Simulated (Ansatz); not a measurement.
## Compressing Rh

Level of theory: DFT r2SCAN, scalar-relativistic, plane waves, PAW in Ansatz 0.2.0. Run with 500 eV cutoff, 18×18×10 k-mesh, Gaussian smearing of 0.10 eV, no spin polarisation.

Starting point, cell and atoms relaxed:

```
CELL_PARAMETERS angstrom
2.70364 0.00000 0.00000
-1.35182 2.34142 0.00000
0.00000 0.00000 4.34862
ATOMIC_POSITIONS crystal
Rh 0.66667 0.33333 0.75000
Rh 0.33333 0.66667 0.25000
```

Cell and atoms are relaxed at each pressure within the symmetry of the start, at zero temperature, so transitions that lower the symmetry aren't seen. The k-mesh given is that at zero pressure and may differ at others. a, b and c are the lengths of the cell vectors above.

```tsv
P (GPa)	V (Å³/atom)	V/V0	a (Å)	b (Å)	c (Å)
-1	13.81	1.004	2.707	2.707	4.354
0	13.76	1.000	2.704	2.704	4.349
1	13.72	0.996	2.700	2.700	4.343
4	13.58	0.986	2.691	2.691	4.330
12	13.24	0.962	2.668	2.668	4.295
25	12.78	0.929	2.636	2.636	4.248
50	12.10	0.879	2.587	2.587	4.175
90	11.32	0.822	2.529	2.529	4.086
```

(1) What bulk modulus and pressure derivative fit these points?

(2) Which cell vector or vectors give way most up to 90 GPa?

## Answers

(1) A third-order Birch–Murnaghan fit gives B0 = 281 GPa and B0' = 5.0.

(2) a and b: the changes are a -6.5 %, b -6.5 %, c -6.0 %.

This form isn't the element's structure at ambient conditions.